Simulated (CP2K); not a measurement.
The system is GaP.

```
CELL_PARAMETERS angstrom
3.85409 0.00000 0.00000
1.92704 3.33774 0.00000
1.92704 1.11258 3.14685
ATOMIC_POSITIONS crystal
Ga 0.00000 0.00000 0.00000
P 0.75000 0.75000 0.75000
```

Base run:

* Program: CP2K 2026.2
* Functional: PBE
* Potentials or basis: POTENTIAL_UZH Ga GTH-PBE-q13, P GTH-PBE-q5; TZVP-MOLOPT-PBE-GTH basis
* Density cutoff: 6123 eV
* k mesh: 8 × 8 × 8
* Occupations: fermi-dirac, width 0.0259 eV
* Spin: no spin polarisation

Its results: band gap on the k mesh 1.66 eV, indirect (least direct gap 1.78 eV).

The run is repeated on the same cell with these changes: functional from PBE to TB-mBJ; density cutoff from 6123 eV to 9184 eV; cutoff of the grids from 450 Ry to 675 Ry. What comes out?

Band gap on the k mesh 1.79 eV, indirect (least direct gap 2.00 eV).

Caveats: the basis of atomic orbitals isn't converged, which shifts pressures, moduli and gaps; this is a model potential without an energy functional, so only levels have meaning (some runs).
